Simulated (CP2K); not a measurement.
Runs of CP2K 2026.2 on C. It takes space group Fd-3m (No. 227, cubic). Conventional cell: a = 3.567 Å, b = 3.567 Å, c = 3.567 Å, α = 90.00°, β = 90.00°, γ = 90.00°. C (site symmetry -43m) is surrounded by 4 C at 1.54 Å. This isn't the form of C at room conditions, which is graphite.

```csv
task,level,potentials or basis,smearing,EPS_DEFAULT,NGRIDS,basis sets,potentials,CUTOFF of the grids,gap on the mesh (eV),pressure (GPa),V0 of scaled cells (Å³/atom),B0 (GPa)
equation of state,PBEsol,POTENTIAL_UZH C GTH-PBE-q4; TZVP-MOLOPT-PBE-GTH basis,fermi-dirac 0.05 eV,1.0E-9,4,C TZVP-MOLOPT-PBE-GTH-q4,C GTH-PBE-q4 of POTENTIAL_UZH,450 Ry,-,-,5.68,442
band structure,r2SCAN,POTENTIAL_UZH C GTH-SCAN-q4; TZVP-MOLOPT-SCAN-GTH basis,fermi-dirac 0.05 eV,1.0E-10,5,C TZVP-MOLOPT-SCAN-GTH-q4,C GTH-SCAN-q4 of POTENTIAL_UZH,675 Ry,(b),-2.9,-,-
equation of state,PBE,POTENTIAL_UZH C GTH-PBE-q4; TZVP-MOLOPT-PBE-GTH basis,fermi-dirac 0.05 eV,1.0E-10,4,C TZVP-MOLOPT-PBE-GTH-q4,C GTH-PBE-q4 of POTENTIAL_UZH,450 Ry,-,-,5.72,(a)
band structure,TB-mBJ,POTENTIAL_UZH C GTH-PBE-q4; TZVP-MOLOPT-PBE-GTH basis,fermi-dirac 0.0259 eV,1.0E-9,5,C TZVP-MOLOPT-PBE-GTH-q4,C GTH-PBE-q4 of POTENTIAL_UZH,675 Ry,4.53,-,-,-
band structure,LDA,GTH_POTENTIALS C GTH-PADE-q4; TZVP-MOLOPT-PBE-GTH basis,fermi-dirac 0.05 eV,1.0E-10,5,C TZVP-MOLOPT-PBE-GTH-q4,C GTH-PADE-q4 of GTH_POTENTIALS,450 Ry,4.53,-11.1,-,-
equation of state,PBEsol,POTENTIAL_UZH C GTH-PBE-q4; TZVP-MOLOPT-PBE-GTH basis,fermi-dirac 0.05 eV,1.0E-10,4,C TZVP-MOLOPT-PBE-GTH-q4,C GTH-PBE-q4 of POTENTIAL_UZH,450 Ry,-,-,5.68,442
band structure,TB-mBJ,POTENTIAL_UZH C GTH-PBE-q4; TZVP-MOLOPT-PBE-GTH basis,fermi-dirac 0.01 eV,1.0E-9,5,C TZVP-MOLOPT-PBE-GTH-q4,C GTH-PBE-q4 of POTENTIAL_UZH,675 Ry,4.53,-,-,-
equation of state,LDA,GTH_POTENTIALS C GTH-PADE-q4; TZVP-MOLOPT-PBE-GTH basis,fermi-dirac 0.01 eV,1.0E-9,4,C TZVP-MOLOPT-PBE-GTH-q4,C GTH-PADE-q4 of GTH_POTENTIALS,450 Ry,-,-,5.53,462
```

Alike in all rows: no spin polarisation; cell as given; k mesh 13 × 13 × 13.

Question: Estimate the missing entries.

Answer: (a) 430; (b) 4.41.

Caveats: the basis of atomic orbitals isn't converged, which shifts pressures, moduli and gaps; the potentials were made for another functional, which shifts forces and pressure (some runs); this is a model potential without an energy functional, so only levels have meaning (some runs).

A k mesh can miss the band edges.

Not every run made on this cell is shown here.
